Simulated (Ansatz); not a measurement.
Zincblende NaF, relaxed with r2SCAN, was run in the PAW code Ansatz under altered settings. All numbers are computed, without spin polarisation but where a row says otherwise.

```yaml
crystal:
  lattice:
    - [0.00000, 2.53126, 2.53126]
    - [2.53126, 0.00000, 2.53126]
    - [2.53126, 2.53126, 0.00000]
  atoms:
    - { symbol: Na, position: [0.00000, 0.00000, 0.00000] }
    - { symbol: F, position: [0.25000, 0.25000, 0.25000] }
```

The base run's other keys:
```yaml
kpoints:
  mp_grid: { grid: [4, 4, 4] }
hamiltonian:
  xc: hse06
scf:
  occupations: { method: fixed }
  n_extra_bands: 4
```

It takes 13 iterations with 609 plane waves at 420 eV and 8 k points, and leaves a mean stress of +0.74 GPa. The gap over this mesh is 7.664 eV.

Outcomes, with energy and stress as changes against the base:

| setting | outcome | ΔF (meV/atom) | Δ mean stress (GPa) | gap on the mesh (eV) | iterations |
| --- | --- | --- | --- | --- | --- |
| PBE hybrid, exx coeff 0.1, omega 0.1 1/Å | converged | – | +0.7 | 6.582 | 11 |
| PBE hybrid, exx coeff 1.5, omega 0.5 1/Å | refused | – | – | – | – |
| PBE hybrid, exx coeff 0.2, omega 0.1 1/Å | converged | – | +0.2 | 7.553 | 13 |
| PBE hybrid, exx coeff 0.35, omega 0.1 1/Å | converged | – | -0.5 | 9.037 | 12 |
| scf.occupations: gaussian 0.2 | converged | 0.0 | 0.0 | 7.664 | 13 |

A dash marks a value that wasn't obtained or can't be compared. Stress is positive in compression.

- PBE hybrid, exx coeff 0.1, omega 0.1 1/Å. That is 10 % exact exchange, screened with ω = 0.1 1/Å, against HSE06's 25 % screened at 0.208 1/Å. The mean stress moves by +0.7 GPa and the gap on the mesh by -1.083 eV (to 6.582). Totals of different functionals aren't comparable. The program warns that on this mesh the truncation of the exchange isn't bounded, so part of the change can be an error of the mesh.
- PBE hybrid, exx coeff 1.5, omega 0.5 1/Å. The program doesn't start. Error: invalid value for `hamiltonian.xc.exx.coeff`: must be finite and in (0, 1]; got 1.5
- PBE hybrid, exx coeff 0.2, omega 0.1 1/Å. That is 20 % exact exchange, screened with ω = 0.1 1/Å, against HSE06's 25 % screened at 0.208 1/Å. The mean stress moves by +0.2 GPa and the gap on the mesh by -0.112 eV (to 7.553). Totals of different functionals aren't comparable. The program warns that on this mesh the truncation of the exchange isn't bounded, so part of the change can be an error of the mesh.
- PBE hybrid, exx coeff 0.35, omega 0.1 1/Å. That is 35 % exact exchange, screened with ω = 0.1 1/Å, against HSE06's 25 % screened at 0.208 1/Å. The mean stress moves by -0.5 GPa and the gap on the mesh by +1.373 eV (to 9.037). Totals of different functionals aren't comparable. The program warns that on this mesh the truncation of the exchange isn't bounded, so part of the change can be an error of the mesh.

Within 1 meV an atom, 0.1 GPa and 0.005 eV of the base stay: scf.occupations: gaussian 0.2.

The program warns that its thresholds are loose for a hybrid's stress.

The meshes of the hybrids are coarse, so their gaps aren't converged to the digits shown.
